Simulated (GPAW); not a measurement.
Here is a GPAW 26.7.0 calculation.

File run.py:

```python
from ase.calculators.mixing import SumCalculator
from ase.eos import EquationOfState
from ase.io import Trajectory, read
from ase.units import GPa
from dftd4.ase import DFTD4
from gpaw import GPAW, PW, setup_paths

setup_paths.insert(0, '.')

atoms = read('Ge.cif')

traj = Trajectory('eos.traj', 'w')
volumes, energies = [], []
for x in [0.94, 0.96, 0.98, 1.0, 1.02, 1.04, 1.06]:
    a = atoms.copy()
    a.set_cell(atoms.cell * x**(1 / 3), scale_atoms=True)
    calc = GPAW(mode=PW(600),
                xc='GGA_X_OPTX+GGA_C_LYP',
                kpts={'size': (8, 8, 8), 'gamma': True},
                occupations={'name': 'fermi-dirac', 'width': 0.05},
                nbands=11,
                convergence={'density': 1e-05, 'energy': 1e-05},
                eigensolver='davidson',
                maxiter=150,
                txt=f'eos-{x:.2f}.txt')
    a.calc = SumCalculator([calc, DFTD4(method='olyp')])
    energies.append(a.get_potential_energy())
    volumes.append(a.get_volume())
    p = -a.get_stress()[:3].mean() / GPa
    calc.write(f'eos-{x:.2f}.gpw')
    traj.write(a)
    print(f'{x:.2f} {volumes[-1]:10.4f} A^3 {energies[-1]:14.6f} eV {p:9.3f} GPa', flush=True)

v0, e0, B = EquationOfState(volumes, energies, eos='birchmurnaghan').fit()
print(f'V0 = {v0:.4f} A^3, E0 = {e0:.6f} eV, B0 = {B / GPa:.2f} GPa')
```

The input Ge.cif:

```cif
data_Ge
_cell_length_a 4.00068289
_cell_length_b 4.00068289
_cell_length_c 4.00068289
_cell_angle_alpha 60.00000000
_cell_angle_beta 60.00000000
_cell_angle_gamma 60.00000000
_space_group_name_H-M_alt 'P1'
_space_group_name_Hall 'P 1'
_space_group_IT_number 1
loop_
_space_group_symop_operation_xyz
'x,y,z'
loop_
_atom_site_label
_atom_site_type_symbol
_atom_site_symmetry_multiplicity
_atom_site_Wyckoff_symbol
_atom_site_fract_x
_atom_site_fract_y
_atom_site_fract_z
_atom_site_occupancy
Ge1 Ge 1 a 0.7500000000 0.7500000000 0.7500000000 1
Ge2 Ge 1 a 0.5000000000 0.5000000000 0.5000000000 1
```

Potentials or basis: PAW data sets generated in the run's folder for this functional, pw.

Run with:

```bash
$ gpaw-setup -f GGA_X_OPTX+GGA_C_LYP Ge
$ OMP_NUM_THREADS=1 python run.py
```

Problem. Predict the bulk modulus.

Solution. 72 GPa.

Problem. Estimate the equilibrium volume.

Solution. 22.34 Å³/atom.

Energy against volume, from the lowest point:
```
volume (Å³/atom)  energy (meV/atom)
          21.281              12.49
          21.733               3.79
          22.186               0.00
          22.639               0.62
          23.092               5.02
          23.545              12.62
          23.997              23.09
```

**The experiment to reproduce.**

“Sub-monolayer structures of Ag overlayers on Ge(111): experimental observations and first-principles study”, 2019, arxiv:1908.00180 quotes, for a bulk crystal of Ge: bulk modulus 75.8 GPa.

A measured bulk modulus of Ge is 75.8 GPa (quoted in “Sub-monolayer structures of Ag overlayers on Ge(111): experimental observations and first-principles study”, 2019, arxiv:1908.00180); the calculated 72 GPa misses it by -4.9 %. The fit is for a static lattice scaled at fixed shape and fixed fractional positions. The cell as given is a measured one (22.64 Å³/atom); OLYP+D4 puts the equilibrium volume -1.3 % from it, thermal expansion not counted.
